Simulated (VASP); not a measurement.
Here is a VASP 6.6.1 calculation.

The input run.py:

```python
from ase.calculators.vasp import Vasp
from ase.dft.bandgap import bandgap
from ase.spacegroup import crystal

atoms = crystal(
    ['Tl'],
    basis=[[0.6666666667, 0.3333333333, 0.75]],
    spacegroup=194,
    setting=1,
    cellpar=[3.456, 3.456, 5.525, 90.0, 90.0, 120.0],
    primitive_cell=True,
)
calc = Vasp(
    directory='calc',
    xc='revpbe',
    pp='PBE',
    setups='minimal',
    prec='Accurate',
    encut=500,
    ediff=1e-06,
    ismear=1,
    sigma=0.2,
    lreal=False,
    lasph=True,
    nelm=80,
    algo='Normal',
    isif=2,
    lwave=False,
    lcharg=True,
    kpts=[9, 9, 5],
    gamma=True,
    nbands=10,
)
atoms.calc = calc

print('energy (eV):', atoms.get_potential_energy())
print('free energy (eV):', atoms.get_potential_energy(force_consistent=True))
efermi = calc.get_fermi_level()
print('Fermi level (eV):', efermi)
path = atoms.cell.bandpath(npoints=40, eps=1e-4)
print('path:', path.path)
calc.set(kpts=path.kpts, reciprocal=True, icharg=11, isym=0, lcharg=False)
calc.calculate(atoms)
print('gap on the path (eV):', bandgap(calc, efermi=efermi)[0])
print('direct gap on the path (eV):', bandgap(calc, efermi=efermi, direct=True)[0])
```

Potentials or basis: VASP PAW PBE potentials, release 64 (Tl).

Command:

```console
$ python run.py
```

(1) What does it give for the band gap along the path?

## Answers

(1) none (metal or under the smearing width).

Caveat: the log is that of the step along the path at fixed density, whose energy, stress, charges and moments have no meaning; spin-orbit coupling is left out, which moves the levels of the heavy elements.
